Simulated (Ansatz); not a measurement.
# C: further runs on the relaxed cell

An exercise on one series of results from a longer session: the logs are not shown, and one member is left open.

Computed with Ansatz 0.2.0 (DFT PBE+D3(BJ), scalar-relativistic, plane waves, PAW, unless a step's input says otherwise).

2 further runs of the same task are left out: 2 set aside as unsound or not needed.

## Starting point

It takes space group P6_3/mmc (No. 194, hexagonal). The conventional cell has a = 2.465 Å, b = 2.465 Å, c = 6.744 Å, α = 90.00°, β = 90.00°, γ = 120.00°. C (site symmetry -6m2) is surrounded by 3 C at 1.42 Å.

As a file:

```cif
data_structure
_symmetry_space_group_name_H-M 'P6_3/mmc'
_symmetry_Int_Tables_number 194
_cell_length_a 2.4650
_cell_length_b 2.4650
_cell_length_c 6.7442
_cell_angle_alpha 90.000
_cell_angle_beta 90.000
_cell_angle_gamma 120.000
_cell_volume 35.49
loop_
_atom_site_label
_atom_site_type_symbol
_atom_site_symmetry_multiplicity
_atom_site_Wyckoff_symbol
_atom_site_fract_x
_atom_site_fract_y
_atom_site_fract_z
_atom_site_occupancy
C1 C 2 b 0.00000 0.00000 0.25000 1
C2 C 2 c 0.33333 0.66667 0.25000 1
```

It goes back to an entry of the Materials Project.

This cell was relaxed beforehand with the same method: volume 8.87 Å³/atom, gap on the mesh none (metal).

The first run:

Input file input.yaml:

```yaml
crystal:
  lattice:
    - [2.4649740423, 0.0, 0.0]
    - [-1.2324870212, 2.1347301403, 0.0]
    - [0.0, 0.0, 6.7441727653]
  atoms:
    - { symbol: C, position: [0.0, 0.0, 0.25] }
    - { symbol: C, position: [0.0, 0.0, 0.75] }
    - { symbol: C, position: [0.3333333333, 0.6666666667, 0.25] }
    - { symbol: C, position: [0.6666666667, 0.3333333333, 0.75] }
basis:
  ecutwfc: 420
kpoints:
  mp_grid: { grid: [21, 21, 6] }
hamiltonian:
  xc: pbesol
scf:
  occupations: { method: gaussian, width: 0.1 }
output:
  forces: true
  stress: true
  eigenvalues: true
relax:
  adjacent_minimum: "off"
  f_tol: 0.005
  max_steps: 50
  cell: { stress_tol: 0.05 }
```

Launch:

```sh
$ ansatz run input.yaml --threads 1 --pin off --max-ram 2560MiB --backend cpu --events-out ev --progress --plain --runs-dir out
```

Steps of the session up to this table: Relaxing with PBEsol; Relaxing with PBE; Relaxing with LDA; The cell under r2SCAN.

One of the session's tables, all rows but one given; the rest of the session is left out.

It belongs to the step «One structure, several functionals». 

| functional | a (Å) | b (Å) | c (Å) | volume (Å³/atom) |
| --- | --- | --- | --- | --- |
| PBE+D3(BJ) | 2.465 | 2.465 | 6.744 | 8.87 |
| PBEsol | 2.459 | 2.459 | 7.245 | 9.48 |
| PBE | 2.467 | 2.467 | 8.529 | 11.23 |
| LDA | ? | ? | ? | ? |
| r2SCAN | 2.456 | 2.456 | 7.044 | 9.20 |

**Question.** Estimate the row for LDA.

**Answer.** a (Å): 2.445; b (Å): 2.445; c (Å): 6.652; volume (Å³/atom): 8.61. In the column «a (Å)» it is the lowest.

Layers here are held mostly by dispersion, which this level lacks, so their spacing and the stiffness across them are unreliable there.
